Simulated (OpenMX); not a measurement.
Runs of OpenMX 3.8.5 on WC. The structure is cubic, space group F-43m (No. 216). Conventional cell: a = 4.412 Å, b = 4.412 Å, c = 4.412 Å, α = 90.00°, β = 90.00°, γ = 90.00°. Around W (site symmetry -43m) lie 4 C at 1.91 Å. C (site symmetry -43m) has 4 W at 1.91 Å as nearest neighbours. The cell was built by a generator and needn't be a form met in nature.

```tsv
cell	gap on the mesh (eV)	pressure (GPa)
F-43m, 10.74 Å³/atom	none	(b)
F-43m, 11.22 Å³/atom	none	(a)
F-43m, 11.71 Å³/atom	none	32.8
F-43m, 13.18 Å³/atom	none	-4.1
F-43m, 12.2 Å³/atom	none	18.0
F-43m, 12.69 Å³/atom	none	5.9
```

Alike in all rows: task single point; level PBE; potentials or basis OpenMX 2013 PBE set, W7.0-s3p2d2f1, C6.0-s2p2d1, grid cutoff 400 Ry; no spin polarisation; k mesh 7 × 7 × 7; smearing fermi-dirac 0.05 eV.

**Question.** Estimate the missing entries.

**Answer.** (a) 50.7; (b) 72.6.

Caveats: the basis of atomic orbitals isn't converged, which shifts pressures, moduli and gaps; the cell as given lies far from equilibrium (some runs).

A k mesh can miss the band edges, and the runs leave out spin-orbit coupling on W.

A gap of «none» marks a metal or a gap under the smearing width.
